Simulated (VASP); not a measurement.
# HfB2 (P6/mmm) in VASP: further runs

The runs below take HfB2 through single point, with PBEsol.

All numbers are computed with VASP 6.6.1; they aren't measurements. Logs are shortened: lines on timing, memory, paths and dates and some standing lists are left out, and cuts for length are marked.

## 1. The structure

It takes space group P6/mmm (No. 191, hexagonal). The conventional cell has a = 3.140 Å, b = 3.140 Å, c = 3.480 Å, α = 90.00°, β = 90.00°, γ = 120.00°. Hf (site symmetry 6/mmm) has 12 B at 2.51 Å as nearest neighbours. Around B (site symmetry -6m2) lie 3 B at 1.81 Å.

## 2. Single point, PBEsol

INCAR reads:

```
SYSTEM = HfB2
  PREC = Normal
  ENCUT = 460
  EDIFF = 1E-7
  ISMEAR = 1
  SIGMA = 0.15
  LREAL = .FALSE.
  LASPH = .TRUE.
  NELM = 100
  ALGO = Normal
  ISIF = 2
  LWAVE = .FALSE.
  LCHARG = .FALSE.
  GGA = PS
  NBANDS = 12
  ADDGRID = .FALSE.
```

KPOINTS reads:

```
Automatic mesh
0
G
  11 11 8
  0 0 0
```

POSCAR reads:

```
HfB2
1.0
    3.1400000000      0.0000000000      0.0000000000
   -1.5700000000      2.7193197679      0.0000000000
    0.0000000000      0.0000000000      3.4800000000
Hf B
1 2
Direct
   -0.0142630000      0.0046330000     -0.0059370000
    0.6696320000      0.3380360000      0.4871880000
    0.3055440000      0.6904850000      0.5067950000
```

Potentials or basis: VASP PAW PBE potentials, release 64 (Hf, B).

Run with:

```console
$ cat potpaw_PBE.64/Hf/POTCAR potpaw_PBE.64/B/POTCAR > POTCAR
$ mpirun -np 1 vasp_std > vasp.out
```

OUTCAR:

```text
SYSTEM = HfB2
   PREC = Normal
   ENCUT = 460
   EDIFF = 1E-7
   ISMEAR = 1
   LREAL = .FALSE.
   LASPH = .TRUE.
   NELM = 100
   ISIF = 2
   GGA = PS

 Found    485 irreducible k-points:

 Following reciprocal coordinates:
            Coordinates               Weight
  0.000000  0.000000  0.000000      1.000000
  0.090909  0.000000  0.000000      2.000000
  0.000000  0.090909  0.000000      2.000000
 -0.090909  0.090909  0.000000      2.000000
  0.181818  0.000000  0.000000      2.000000
  0.000000  0.181818  0.000000      2.000000
   k-points           NKPTS =    485   k-points in BZ     NKDIM =    485   number of bands    NBANDS=     12
   number of dos      NEDOS =    301   number of ions     NIONS =      3
   total plane-waves  NPLWV =   4608
   dimension x,y,z NGX =    16 NGY =   16 NGZ =   18
   dimension x,y,z NGXF=    32 NGYF=   32 NGZF=   36
   ions per type =               1   2
   NGX,Y,Z   is equivalent  to a cutoff of   8.47,  8.47,  8.60 a.u.
   NGXF,Y,Z  is equivalent  to a cutoff of  16.94, 16.94, 17.20 a.u.
 SYSTEM =  HfB2
   PREC   = normal    normal or accurate (medium, high low for compatibility)
   ISTART =      0    job   : 0-new  1-cont  2-samecut
   ICHARG =      2    charge: 1-file 2-atom 10-const
   ISPIN  =      1    spin polarized calculation?
   LNONCOLLINEAR =      F non collinear calculations
   LSORBIT =      F    spin-orbit coupling
   LASPH  =      T    aspherical Exc in radial PAW
   ENCUT  =  460.0 eV  33.81 Ry    5.81 a.u.   5.49  5.49  6.09*2*pi/ulx,y,z
   NELM   =    100;   NELMIN=  2; NELMDL= -5     # of ELM steps
   EDIFF  = 0.1E-06   stopping-criterion for ELM
   LREAL  =      F    real-space projection
   EDIFFG = 0.1E-05   stopping-criterion for IOM
   NSW    =      0    number of steps for IOM
   IBRION =     -1    ionic relax: 0-MD 1-quasi-New 2-CG
   NFREE  =      0    steps in history (QN), initial steepest desc. (CG)
   ISIF   =      2    stress and relaxation
   ISYM   =      2    0-nonsym 1-usesym 2-fastsym
   POTIM  = 0.5000    time-step for ionic-motion
   TEBEG  =    0.0;   TEEND  =   0.0 temperature during run
   PSTRESS=    0.0 pullay stress
   NELECT =      10.0000    total number of electrons
   NUPDOWN=      -1.0000    fix difference up-down
   EMIN   =  10.00;   EMAX   =-10.00  energy-range for DOS
   EFERMI =   0.00;   METHOD = LEGACY
   ISMEAR =     1;   SIGMA  =   0.15  broadening in eV -4-tet -1-fermi 0-gaus
   EFERMI_NEDOS =   21; number of points for ismear=-14 and -15
   IALGO  =     38    algorithm
   IMIX   =      4    mixing-type and parameters
     AMIX     =   0.40;   BMIX     =  1.00
     AMIX_MAG =   1.60;   BMIX_MAG =  1.00
  volume/ion in A,a.u.               =       9.90        66.84
  Fermi-wavevector in a.u.,A,eV,Ry     =   1.138724  2.151876 17.642568  1.296692
  Thomas-Fermi vector in A             =   2.275428
   LORBIT       =      0    0 simple, 1 ext, 2 COOP (PROOUT), +10 PAW based schemes
   GGA     = PS    functional components
   LHFCALC =     F    Hartree Fock is set to
   AEXX    =    0.0000 exact exchange contribution
   IVDW    =     0    specifies the selected vdW correction
   LEPSILON=     F    determine dielectric tensor
   LRPA    =     F    only Hartree local field effects (RPA)
 non-spin polarized calculation
 Methfessel and Paxton  Order N= 1 SIGMA  =   0.15
  energy-cutoff  :      460.00
  volume of cell :       29.71
 maximum number of plane-waves:       690
   NGX = 11   NGY = 11   NGZ = 13

 number of electron      10.0000000 magnetization

 Free energy of the ion-electron system (eV)
  ---------------------------------------------------
  ext. energy  EPLUGINS =         0.00000000
  ---------------------------------------------------
  free energy    TOTEN  =       -27.79849157 eV

  energy without entropy =      -27.79863352  energy(sigma->0) =      -27.79853889

 E-fermi :   7.7144     XC(G=0): -12.4524

 val. band max:        7.6739040297   @ k =  -0.1818  -0.1818   0.1250
 cond. band min:       7.7179690927   @ k =  -0.0909   0.0909   0.3750
 fundamental gap:      0.0440650630
 Fermi energy:         7.7144084859

 k-point     1 :       0.0000    0.0000    0.0000
  band No.  band energies     occupation
      1      -5.9016      2.00000
      2       4.3754      2.00000
      3       4.7253      2.00000
      4       5.0465      2.00000
      5       5.5472      2.00000
      6      11.5578      0.00000
      7      11.7180      0.00000
      8      11.9379      0.00000
      9      12.1294      0.00000
     10      12.8338      0.00000
     11      13.1110      0.00000
     12      13.9740      0.00000

 k-point     2 :       0.0909    0.0000    0.0000
  band No.  band energies     occupation
      1      -5.7338      2.00000
      2       3.9925      2.00000
      3       4.8500      2.00000
      4       4.9581      2.00000
      5       5.4650      2.00000
      6      10.8969      0.00000
      7      11.5740      0.00000
      8      11.8424      0.00000
      9      12.0522      0.00000
     10      13.1527      0.00000
     11      13.7448      0.00000
     12      14.5478      0.00000

 k-point     3 :       0.0000    0.0909    0.0000
  band No.  band energies     occupation
      1      -5.7328      2.00000
      2       4.0275      2.00000
      3       4.8381      2.00000
      4       4.9457      2.00000
      5       5.4322      2.00000
      6      10.8573      0.00000
      7      11.5896      0.00000
      8      11.9605      0.00000
      9      12.0743      0.00000
     10      13.0435      0.00000
     11      13.6811      0.00000
     12      14.6799      0.00000

 k-point     4 :      -0.0909    0.0909    0.0000
  band No.  band energies     occupation
      1      -5.7276      2.00000
      2       4.3719      2.00000
      3       4.7952      2.00000
      4       4.8975      2.00000
      5       5.0259      2.00000
      6      10.9146      0.00000
      7      11.7995      0.00000
      8      11.8577      0.00000
      9      12.0161      0.00000
     10      13.0752      0.00000
     11      13.9100      0.00000
     12      14.7850      0.00000

 k-point     5 :       0.1818    0.0000    0.0000
  band No.  band energies     occupation
      1      -5.2480      2.00000
      2       2.9897      2.00000
      3       4.5933      2.00000
      4       5.1758      2.00000
      5       5.4277      2.00000
      6      10.1176     -0.00000
      7      11.2382      0.00000
      8      11.4167      0.00000
      9      11.9003      0.00000
     10      13.6055      0.00000
     11      15.0613      0.00000
     12      15.3521      0.00000

 k-point     6 :       0.0000    0.1818    0.0000
  band No.  band energies     occupation
      1      -5.2436      2.00000
      2       3.0377      2.00000
      3       4.5617      2.00000
      4       5.1229      2.00000
      5       5.4005      2.00000
      6      10.0619     -0.00000
      7      11.2768      0.00000
      8      11.5086      0.00000
      9      11.9903      0.00000
     10      13.5389      0.00000
     11      15.0055      0.00000
     12      15.3447      0.00000

 [... further k-points ...]

------------------------ aborting loop because EDIFF is reached ----------------------------------------

  FORCE on cell =-STRESS in cart. coord.  units (eV):
  Direction    XX          YY          ZZ          XY          YZ          ZX
  --------------------------------------------------------------------------------------
  -------------------------------------------------------------------------------------
  Total       -0.1057883     -0.4663185     -0.7885852     -0.2470466      0.0412707     -0.0641316
  in kB       -5.7039917    -25.1434011    -42.5196818    -13.3204902      2.2252741     -3.4579102
  external PRESSURE =     -24.4556915 kB  Pullay stress =       0.0000000 kB

 VOLUME and BASIS-vectors are now :
 -----------------------------------------------------------------------------
  energy-cutoff  :      460.00
  volume of cell :       29.71
      direct lattice vectors                 reciprocal lattice vectors
     3.140000000  0.000000000  0.000000000     0.318471338  0.183869512  0.000000000
    -1.570000000  2.719319768  0.000000000     0.000000000  0.367739025  0.000000000
     0.000000000  0.000000000  3.480000000     0.000000000  0.000000000  0.287356322

 POSITION                                       TOTAL-FORCE (eV/Angst)
 -----------------------------------------------------------------------------------
      3.08794      0.01260      3.45934        -0.167120      0.368980      0.164663
      1.57193      0.91923      1.69541        -1.407183      0.298102      0.312132
     -0.12465      1.87765      1.76365         1.574304     -0.667082     -0.476795
 -----------------------------------------------------------------------------------
    total drift:                                0.000010     -0.000000     -0.000057

  FREE ENERGIE OF THE ION-ELECTRON SYSTEM (eV)
  ---------------------------------------------------
  free  energy   TOTEN  =       -27.7984915725 eV

  energy  without entropy=      -27.7986335158  energy(sigma->0) =      -27.79853889
```

Wall time 25 s (1 thread of Intel Xeon Platinum 8559C (Emerald Rapids), shared host); peak memory 0.25 GiB.

These settings aren't checked as converged: the numbers below hold their error.

Results:

```
Free energy            : -27.7985 eV
Pressure               : -2.4 GPa
Largest force          : 1.775 eV/Å
Band gap on the k mesh : none (metal or under the smearing width)
```

Caveat: the PAW data sets were made with another functional, which shifts forces and pressure a little.

## 3. Single point, PBEsol

Changes to INCAR since step 2:

```diff
@@ -1,3 +1,3 @@
 SYSTEM = HfB2
-  PREC = Normal
+  PREC = Accurate
   ENCUT = 460
@@ -6,3 +6,3 @@
   SIGMA = 0.15
-  LREAL = .FALSE.
+  LREAL = Auto
   LASPH = .TRUE.
```

KPOINTS is that of step 2.

POSCAR reads:

```
HfB2
1.0
    3.1400000000      0.0000000000      0.0000000000
   -1.5700000000      2.7193197679      0.0000000000
    0.0000000000      0.0000000000      3.4800000000
Hf B
1 2
Direct
    0.0000000000      0.0000000000      0.0000000000
    0.6666666667      0.3333333333      0.5000000000
    0.3333333333      0.6666666667      0.5000000000
```

Potentials or basis: VASP PAW PBE potentials, release 64 (Hf, B).

Run with:

```console
$ cat potpaw_PBE.64/Hf/POTCAR potpaw_PBE.64/B/POTCAR > POTCAR
$ mpirun -np 1 vasp_std > vasp.out
```

OUTCAR:

```text
SYSTEM = HfB2
   PREC = Accurate
   ENCUT = 460
   EDIFF = 1E-7
   ISMEAR = 1
   LREAL = Auto
   LASPH = .TRUE.
   NELM = 100
   ISIF = 2
   GGA = PS

 Found     80 irreducible k-points:

 Following reciprocal coordinates:
            Coordinates               Weight
  0.000000  0.000000  0.000000      1.000000
  0.090909  0.000000  0.000000      6.000000
  0.181818  0.000000  0.000000      6.000000
  0.272727  0.000000  0.000000      6.000000
  0.363636  0.000000  0.000000      6.000000
  0.454545  0.000000  0.000000      6.000000
[... 171 lines left out ...]
  --------------------------------------------------------------------------------------
  -------------------------------------------------------------------------------------
  Total       -0.7201141     -0.7201141     -0.8449766      0.0000000      0.0000000      0.0000000
  in kB      -38.8277951    -38.8277951    -45.5602514      0.0000000      0.0000000      0.0000000
  external PRESSURE =     -41.0719472 kB  Pullay stress =       0.0000000 kB

 VOLUME and BASIS-vectors are now :
 -----------------------------------------------------------------------------
  energy-cutoff  :      460.00
  volume of cell :       29.71
      direct lattice vectors                 reciprocal lattice vectors
     3.140000000  0.000000000  0.000000000     0.318471338  0.183869512  0.000000000
    -1.570000000  2.719319768  0.000000000     0.000000000  0.367739025  0.000000000
     0.000000000  0.000000000  3.480000000     0.000000000  0.000000000  0.287356322

 POSITION                                       TOTAL-FORCE (eV/Angst)
 -----------------------------------------------------------------------------------
      0.00000      0.00000      0.00000         0.000000      0.000000      0.000000
      1.57000      0.90644      1.74000        -0.000000      0.000000      0.000000
     -0.00000      1.81288      1.74000         0.000000      0.000000     -0.000000
 -----------------------------------------------------------------------------------
    total drift:                                0.000000     -0.000000      0.000000

  FREE ENERGIE OF THE ION-ELECTRON SYSTEM (eV)
  ---------------------------------------------------
  free  energy   TOTEN  =       -27.9314320959 eV

  energy  without entropy=      -27.9319638521  energy(sigma->0) =      -27.93160935
```

OSZICAR:

```text
N       E                     dE             d eps       ncg     rms          rms(c)
DAV:   1     0.147664301440E+01    0.14766E+01   -0.41063E+03  1920   0.650E+02
DAV:   2    -0.293334797046E+02   -0.30810E+02   -0.29571E+02  2752   0.121E+02
DAV:   3    -0.301705690934E+02   -0.83709E+00   -0.82917E+00  2636   0.171E+01
DAV:   4    -0.301737694215E+02   -0.32003E-02   -0.31994E-02  2428   0.113E+00
DAV:   5    -0.301737830712E+02   -0.13650E-04   -0.13649E-04  2620   0.666E-02    0.202E+01
DAV:   6    -0.281474517003E+02    0.20263E+01   -0.36046E+00  2268   0.956E+00    0.103E+01
DAV:   7    -0.279587833632E+02    0.18867E+00   -0.71716E-01  2544   0.460E+00    0.262E+00
DAV:   8    -0.279336953309E+02    0.25088E-01   -0.80912E-02  2244   0.149E+00    0.537E-01
DAV:   9    -0.279315861615E+02    0.21092E-02   -0.89826E-03  2248   0.501E-01    0.196E-01
DAV:  10    -0.279314459980E+02    0.14016E-03   -0.91423E-04  2308   0.168E-01    0.382E-02
DAV:  11    -0.279314335352E+02    0.12463E-04   -0.52269E-05  2528   0.456E-02    0.165E-02
DAV:  12    -0.279314320680E+02    0.14672E-05   -0.38466E-06  2364   0.113E-02    0.466E-03
DAV:  13    -0.279314320959E+02   -0.27876E-07   -0.10514E-07  1992   0.191E-03
   1 F= -.27931432E+02 E0= -.27931609E+02  d E =0.531756E-03
```

stdout:

```text
POSCAR found type information on POSCAR HfB
 POSCAR found :  2 types and       3 ions
 scaLAPACK will be used
 -----------------------------------------------------------------------------
|                                                                             |
|                                                                             |
|     You have a (more or less) 'small supercell' and for smaller cells       |
|     it is recommended to use the reciprocal-space projection scheme!        |
|     The real-space optimization is not efficient for small cells and it     |
|     is also less accurate ...                                               |
|     Therefore, set LREAL=.FALSE. in the INCAR file.                         |
|                                                                             |
 -----------------------------------------------------------------------------

 -----------------------------------------------------------------------------
|                                                                             |
|                                                                             |
|     You enforced a specific xc type in the INCAR file but a different       |
|     I HOPE YOU KNOW WHAT YOU ARE DOING!                                     |
|                                                                             |
 -----------------------------------------------------------------------------

 LDA part: xc-table for (Slater+PW92), standard interpolation
 POSCAR, INCAR and KPOINTS ok, starting setup
 FFT: planning ... GRIDC
 FFT: planning ... GRID_SOFT
 FFT: planning ... GRID
 WAVECAR not read
 entering main loop
```

It took 19 s on 1 thread of Intel Xeon Platinum 8559C (Emerald Rapids), shared host; peak memory 0.15 GiB.

The run converged, but some of its settings lie outside the range that counts as converged, so its numbers aren't taken as properties of the crystal.

What came out:

| Item | Value |
| --- | --- |
| Free energy | -27.9314 eV |
| Pressure | -4.1 GPa |
| Band gap on the k mesh | none (metal or under the smearing width) |

Caveat: the PAW data sets were made with another functional, which shifts forces and pressure a little.

(Continued in part 2 of 2.)
